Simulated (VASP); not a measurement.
# Ag (Im-3m) in VASP: settings compared

One crystal, Ag, is run at these levels: PBE, r2SCAN; tasks: relaxation of cell and atoms.

Everything below comes from runs of VASP 6.6.1. Logs are shortened: lines on timing, memory, paths and dates and some standing lists are left out, and cuts for length are marked.

### Step 1. The crystal as given

Symmetry: Im-3m, No. 229, cubic system. The conventional cell has a = 3.311 Å, b = 3.311 Å, c = 3.311 Å, α = 90.00°, β = 90.00°, γ = 90.00°. Around Ag (site symmetry m-3m) lie 8 Ag at 2.87 Å.

This isn't the form of Ag at room conditions, which is fcc.

### Step 2. Relaxation of cell and atoms, PBE

The input, INCAR:

```
PREC = Accurate
ENCUT = 600
EDIFF = 1E-6
ISMEAR = -1
SIGMA = 0.05
LREAL = False
LASPH = True
NELM = 100
ALGO = Fast
ISIF = 3
LWAVE = False
LCHARG = False
GGA = PE
IBRION = 2
NSW = 40
EDIFFG = -0.005
```

The input, KPOINTS:

```
Automatic mesh
0
Gamma
  11 11 11
```

The input, POSCAR:

```
Ag
1.0
   -1.6556540000      1.6556540000      1.6556540000
    1.6556540000     -1.6556540000      1.6556540000
    1.6556540000      1.6556540000     -1.6556540000
Ag
1
Direct
    0.0000000000      0.0000000000      0.0000000000
```

Potentials or basis: VASP PAW PBE potentials, release 54 (Ag).

Launch:

```bash
cat potpaw_PBE.54/Ag/POTCAR > POTCAR
mpirun -np 1 vasp_std > vasp.out
```

OUTCAR:

```text
PREC = Accurate
   ENCUT = 600
   EDIFF = 1E-6
   ISMEAR = -1
   LREAL = False
   LASPH = True
   NELM = 100
   ISIF = 3
   GGA = PE
   IBRION = 2
   NSW = 40
   EDIFFG = -0.005

 ion  position               nearest neighbor table
   1  0.000  0.000  0.000-

  LATTYP: Found a body centered cubic cell.
 ALAT       =     3.3113080000

  Lattice vectors:

 A1 = (  -1.6556540000,   1.6556540000,   1.6556540000)
 A2 = (   1.6556540000,  -1.6556540000,   1.6556540000)
 A3 = (   1.6556540000,   1.6556540000,  -1.6556540000)

Analysis of symmetry for initial positions (statically):
=====================================================================
 Subroutine PRICEL returns:
 Original cell was already a primitive cell.

 Routine SETGRP: Setting up the symmetry group for a
 body centered cubic supercell.

 Subroutine GETGRP returns: Found 48 space group operations
 (whereof 48 operations were pure point group operations)
 out of a pool of 48 trial point group operations.

The static configuration has the point symmetry O_h .

Analysis of symmetry for dynamics (positions and initial velocities):
=====================================================================
 Subroutine PRICEL returns:
 Original cell was already a primitive cell.

 Routine SETGRP: Setting up the symmetry group for a
 body centered cubic supercell.

 Subroutine GETGRP returns: Found 48 space group operations
 (whereof 48 operations were pure point group operations)
 out of a pool of 48 trial point group operations.

The dynamic configuration has the point symmetry O_h .

 Subroutine INISYM returns: Found 48 space group operations
 (whereof 48 operations are pure point group operations),
 and found     1 'primitive' translations

----------------------------------------------------------------------------------------

                                     Primitive cell

  volume of cell :      18.1538

  direct lattice vectors                    reciprocal lattice vectors
    -1.655654000  1.655654000  1.655654000     0.000000000  0.301995465  0.301995465
     1.655654000 -1.655654000  1.655654000     0.301995465  0.000000000  0.301995465
     1.655654000  1.655654000 -1.655654000     0.301995465  0.301995465  0.000000000

  length of vectors
     2.867676848  2.867676848  2.867676848     0.427086083  0.427086083  0.427086083

  position of ions in fractional coordinates (direct lattice)
     0.000000000  0.000000000  0.000000000

  ion indices of the primitive-cell ions
   primitive index   ion index
                 1           1

----------------------------------------------------------------------------------------

 KPOINTS: Automatic mesh

Automatic generation of k-mesh.
 Grid dimensions read from file:
 generate k-points for:   11   11   11

 Generating k-lattice:

  Cartesian coordinates                     Fractional coordinates (reciprocal lattice)
     0.000000000  0.027454133  0.027454133     0.090909091  0.000000000  0.000000000
     0.027454133  0.000000000  0.027454133     0.000000000  0.090909091  0.000000000
     0.027454133  0.027454133  0.000000000     0.000000000  0.000000000  0.090909091

  Length of vectors
     0.038826008  0.038826008  0.038826008

  Shift w.r.t. Gamma in fractional coordinates (k-lattice)
     0.000000000  0.000000000  0.000000000

 Subroutine IBZKPT returns following result:
 ===========================================

 Found     56 irreducible k-points:

 Following reciprocal coordinates:
            Coordinates               Weight
  0.000000  0.000000  0.000000      1.000000
  0.090909  0.000000  0.000000     12.000000
  0.181818  0.000000  0.000000     12.000000
  0.272727  0.000000  0.000000     12.000000
  0.363636  0.000000  0.000000     12.000000
  0.454545  0.000000  0.000000     12.000000
[... 16 lines left out ...]
  0.272727  0.181818  0.090909     48.000000
  0.363636  0.181818  0.090909     24.000000
 [... further k-points ...]
   k-points           NKPTS =     56   k-points in BZ     NKDIM =     56   number of bands    NBANDS=      9
   number of dos      NEDOS =    301   number of ions     NIONS =      1
   total plane-waves  NPLWV =  13824
   dimension x,y,z NGX =    24 NGY =   24 NGZ =   24
   dimension x,y,z NGXF=    48 NGYF=   48 NGZF=   48
   ions per type =               1
   NGX,Y,Z   is equivalent  to a cutoff of  13.91, 13.91, 13.91 a.u.
   NGXF,Y,Z  is equivalent  to a cutoff of  27.83, 27.83, 27.83 a.u.
 SYSTEM =  unknown system
   PREC   = accura    normal or accurate (medium, high low for compatibility)
   ISTART =      0    job   : 0-new  1-cont  2-samecut
   ICHARG =      2    charge: 1-file 2-atom 10-const
   ISPIN  =      1    spin polarized calculation?
   LNONCOLLINEAR =      F non collinear calculations
   LSORBIT =      F    spin-orbit coupling
   LASPH  =      T    aspherical Exc in radial PAW
   ENCUT  =  600.0 eV  44.10 Ry    6.64 a.u.   5.73  5.73  5.73*2*pi/ulx,y,z
   NELM   =    100;   NELMIN=  2; NELMDL= -5     # of ELM steps
   EDIFF  = 0.1E-05   stopping-criterion for ELM
   LREAL  =      F    real-space projection
   EDIFFG = -.5E-02   stopping-criterion for IOM
   NSW    =     40    number of steps for IOM
   IBRION =      2    ionic relax: 0-MD 1-quasi-New 2-CG
   NFREE  =      1    steps in history (QN), initial steepest desc. (CG)
   ISIF   =      3    stress and relaxation
   ISYM   =      2    0-nonsym 1-usesym 2-fastsym
   POTIM  = 0.5000    time-step for ionic-motion
   TEBEG  =    0.0;   TEEND  =   0.0 temperature during run
   PSTRESS=    0.0 pullay stress
   NELECT =      11.0000    total number of electrons
   NUPDOWN=      -1.0000    fix difference up-down
   EMIN   =  10.00;   EMAX   =-10.00  energy-range for DOS
   EFERMI =   0.00;   METHOD = LEGACY
   ISMEAR =    -1;   SIGMA  =   0.05  broadening in eV -4-tet -1-fermi 0-gaus
   EFERMI_NEDOS =   21; number of points for ismear=-14 and -15
   IALGO  =     68    algorithm
   IMIX   =      4    mixing-type and parameters
     AMIX     =   0.40;   BMIX     =  1.00
     AMIX_MAG =   1.60;   BMIX_MAG =  1.00
  volume/ion in A,a.u.               =      18.15       122.51
  Fermi-wavevector in a.u.,A,eV,Ry     =   1.385318  2.617871 26.111022  1.919106
  Thomas-Fermi vector in A             =   2.509739
   LORBIT       =      0    0 simple, 1 ext, 2 COOP (PROOUT), +10 PAW based schemes
   GGA     = PE    functional components
   LHFCALC =     F    Hartree Fock is set to
   AEXX    =    0.0000 exact exchange contribution
   IVDW    =     0    specifies the selected vdW correction
   LEPSILON=     F    determine dielectric tensor
   LRPA    =     F    only Hartree local field effects (RPA)
 conjugate gradient relaxation of ions
 non-spin polarized calculation
 RMM-DIIS sequential band-by-band and
  energy-cutoff  :      600.00
  volume of cell :       18.15
 maximum number of plane-waves:       621
   NGX = 11   NGY = 11   NGZ = 11

--------------------------------------- Ionic step        1  -------------------------------------------

 number of electron      11.0000001 magnetization

 Free energy of the ion-electron system (eV)
  ---------------------------------------------------
  ext. energy  EPLUGINS =         0.00000000
  ---------------------------------------------------
  free energy    TOTEN  =        -2.69553051 eV

  energy without entropy =       -2.69214362  energy(sigma->0) =       -2.69383706

------------------------ aborting loop because EDIFF is reached ----------------------------------------

  FORCE on cell =-STRESS in cart. coord.  units (eV):
  Direction    XX          YY          ZZ          XY          YZ          ZX
  --------------------------------------------------------------------------------------
  -------------------------------------------------------------------------------------
  Total       -0.1014698     -0.1014698     -0.1014698      0.0000000      0.0000000      0.0000000
  in kB       -8.9552652     -8.9552652     -8.9552652      0.0000000      0.0000000      0.0000000
  external PRESSURE =      -8.9552652 kB  Pullay stress =       0.0000000 kB

 VOLUME and BASIS-vectors are now :
 -----------------------------------------------------------------------------
  energy-cutoff  :      600.00
  volume of cell :       18.15
      direct lattice vectors                 reciprocal lattice vectors
    -1.655654000  1.655654000  1.655654000     0.000000000  0.301995465  0.301995465
     1.655654000 -1.655654000  1.655654000     0.301995465  0.000000000  0.301995465
     1.655654000  1.655654000 -1.655654000     0.301995465  0.301995465  0.000000000
[... 71 lines left out ...]
 POSITION                                       TOTAL-FORCE (eV/Angst)
 -----------------------------------------------------------------------------------
      0.00000     -0.00000      0.00000        -0.000000     -0.000000     -0.000000
 -----------------------------------------------------------------------------------
    total drift:                               -0.000000     -0.000000      0.000000

  FREE ENERGIE OF THE ION-ELECTRON SYSTEM (eV)
  ---------------------------------------------------
  free  energy   TOTEN  =        -2.6961164067 eV

  energy  without entropy=       -2.6926690773  energy(sigma->0) =       -2.69439274

--------------------------------------- Ionic step        4  -------------------------------------------

 number of electron      11.0000003 magnetization

 Free energy of the ion-electron system (eV)
  ---------------------------------------------------
  ext. energy  EPLUGINS =         0.00000000
  ---------------------------------------------------
  free energy    TOTEN  =        -2.69611738 eV

  energy without entropy =       -2.69267332  energy(sigma->0) =       -2.69439535

 E-fermi :   7.7210     XC(G=0): -11.9010

 val. band max:        7.6929611474   @ k =  -0.3636   0.4545   0.0909
 cond. band min:       7.9090723554   @ k =  -0.4545   0.4545   0.0909
 fundamental gap:      0.2161112080
 Fermi energy:         7.7209651801

 k-point     1 :       0.0000    0.0000    0.0000
  band No.  band energies     occupation
      1       0.3425      2.00000
      2       2.9983      2.00000
      3       2.9983      2.00000
      4       2.9983      2.00000
      5       4.2224      2.00000
      6       4.2224      2.00000
      7      25.5222      0.00000
      8      25.5222      0.00000
      9      25.5222      0.00000

 k-point     2 :       0.0909    0.0000    0.0000
  band No.  band energies     occupation
      1       0.6017      2.00000
      2       2.9377      2.00000
      3       3.0094      2.00000
      4       3.1416      2.00000
      5       4.1596      2.00000
      6       4.2269      2.00000
      7      24.7298      0.00000
      8      25.3744      0.00000
      9      25.6768      0.00000
[... 253 lines left out ...]
 k-point    24 :       0.3636    0.1818    0.0909
  band No.  band energies     occupation
      1       2.1779      2.00000
      2       2.4499      2.00000
      3       3.6625      2.00000
      4       4.2633      2.00000
      5       4.3722      2.00000
      6      10.4458      0.00000
      7      11.9546      0.00000
      8      16.3477      0.00000
      9      18.8491      0.00000

 [... further k-points ...]

------------------------ aborting loop because EDIFF is reached ----------------------------------------

  FORCE on cell =-STRESS in cart. coord.  units (eV):
  Direction    XX          YY          ZZ          XY          YZ          ZX
  --------------------------------------------------------------------------------------
  -------------------------------------------------------------------------------------
  Total       -0.0006430     -0.0006430     -0.0006430      0.0000000      0.0000000      0.0000000
  in kB       -0.0573574     -0.0573574     -0.0573574      0.0000000      0.0000000      0.0000000
  external PRESSURE =      -0.0573574 kB  Pullay stress =       0.0000000 kB

 VOLUME and BASIS-vectors are now :
 -----------------------------------------------------------------------------
  energy-cutoff  :      600.00
  volume of cell :       17.96
      direct lattice vectors                 reciprocal lattice vectors
    -1.649761910  1.649761910  1.649761910     0.000000000  0.303074036  0.303074036
     1.649761910 -1.649761910  1.649761910     0.303074036  0.000000000  0.303074036
     1.649761910  1.649761910 -1.649761910     0.303074036  0.303074036  0.000000000

 POSITION                                       TOTAL-FORCE (eV/Angst)
 -----------------------------------------------------------------------------------
      0.00000     -0.00000      0.00000         0.000000      0.000000      0.000000
 -----------------------------------------------------------------------------------
    total drift:                               -0.000000      0.000000      0.000000

  FREE ENERGIE OF THE ION-ELECTRON SYSTEM (eV)
  ---------------------------------------------------
  free  energy   TOTEN  =        -2.6961173816 eV

  energy  without entropy=       -2.6926733156  energy(sigma->0) =       -2.69439535

 reached required accuracy - stopping structural energy minimisation
```

Run time: 13 s. Hardware: 1 thread of Intel Xeon 6975P-C (Granite Rapids), shared host; peak memory 0.15 GiB.

Results:

```yaml
Free_energy: -2.6961 eV
Relaxed_volume: 17.96 Å³/atom
Relaxed_cell: a = 2.857 Å, b = 2.857 Å, c = 2.857 Å, α = 109.47°, β = 109.47°, γ = 109.47°
Space_group_after_relaxing_to_0.05_Å: Im-3m (No. 229)
Energy_gained_by_relaxing: 0.6 meV/atom
Ionic_steps: 4
Pressure_after_relaxing: 0.0 GPa
Band_gap_on_the_k_mesh: none (metal or under the smearing width)
```

The path:
| step | energy change (eV) | largest force (eV/Å) | pressure (GPa) | volume (Å³) |
| --- | --- | --- | --- | --- |
| 1 | 0.0000 | 0.0000 | -0.90 | 18.15 |
| 2 | -0.0005 | 0.0000 | 0.26 | 17.89 |
| 3 | -0.0006 | 0.0000 | 0.05 | 17.95 |
| 4 | -0.0006 | 0.0000 | -0.01 | 17.96 |

Final structure:
```cif
data_structure
_symmetry_space_group_name_H-M 'P 1'
_symmetry_Int_Tables_number 1
_cell_length_a 2.8575
_cell_length_b 2.8575
_cell_length_c 2.8575
_cell_angle_alpha 109.471
_cell_angle_beta 109.471
_cell_angle_gamma 109.471
_cell_volume 17.96
loop_
_atom_site_label
_atom_site_type_symbol
_atom_site_fract_x
_atom_site_fract_y
_atom_site_fract_z
_atom_site_occupancy
Ag1 Ag 0.00000 0.00000 0.00000 1
```

Levels at points of the mesh, in eV from the Fermi level:
```
           k point  band 4  band 5  band 6  band 7  band 8  band 9
(0.00, 0.00, 0.00)   -4.72   -3.50   -3.50   17.80   17.80   17.80
```

(Part 1 of 2 ends here.)
